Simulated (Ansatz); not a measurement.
Point defect: H interstitial in BaF$_{2}$

The calculation used Ansatz 0.2.0, DFT PBE, scalar-relativistic, plane waves, PAW. Run with 420 eV cutoff, 2×2×2 k-mesh, shifted by half a step, Gaussian smearing of 0.01 eV, collinear spin in charge 0 alone.

Host crystal, relaxed:

```cif
data_structure
_symmetry_space_group_name_H-M 'P 1'
_symmetry_Int_Tables_number 1
_cell_length_a 4.4157
_cell_length_b 4.4157
_cell_length_c 4.4157
_cell_angle_alpha 60.000
_cell_angle_beta 60.000
_cell_angle_gamma 60.000
_cell_volume 60.88
loop_
_atom_site_label
_atom_site_type_symbol
_atom_site_fract_x
_atom_site_fract_y
_atom_site_fract_z
_atom_site_occupancy
Ba1 Ba 0.00000 0.00000 0.00000 1
F1 F 0.25000 0.25000 0.25000 1
F2 F 0.75000 0.75000 0.75000 1
```

Supercell of 48 atoms, rows in host cell vectors: -1 3 -1; -1 -1 3; 3 -1 -1. Atoms relax at the host's cell, keeping the symmetry that the supercell leaves at the site. The cell is small, so energies carry finite-size errors of tenths of an eV. The host's Kohn–Sham gap is 6.73 eV. Atoms are taken from and returned to the elements' standard states. Charged cells are corrected for image charges with the computed static dielectric tensor (mean 9.1) and aligned with the host's potential at far atoms (alignment terms reach 0.08 eV; the program doubts the alignment in some charges, where it is up to 0.08 eV). No band-filling term is added, and the Fermi level counts from the host's valence band top.

Spin-orbit coupling is left out, which matters for the bands and energies of heavy elements.

Defect: H interstitial set at (0.500, 0.500, 0.500) of the host cell. Before relaxation its nearest neighbours are 8 F at 2.70 Å.

```json
{"charge": "+1", "E_f at the valence band top (eV)": "1.99", "over the neutral state (eV)": "-0.39", "moment (μB)": "0.00", "largest move (Å)": "0.15", "atoms near the site": "8 F at 2.55 Å"}
{"charge": "0", "E_f at the valence band top (eV)": "2.38", "over the neutral state (eV)": "0.00", "moment (μB)": "1.00", "largest move (Å)": "0.01", "atoms near the site": "8 F at 2.72 Å"}
{"charge": "-1", "E_f at the valence band top (eV)": "5.93", "over the neutral state (eV)": "3.55", "moment (μB)": "0.00", "largest move (Å)": "0.13", "atoms near the site": "8 F at 2.83 Å"}
```

Among the charges computed the stable one is +1 at the valence band top, changing to 0 at 0.39 eV, changing to -1 at 3.55 eV. Other sites of the defect weren't tried.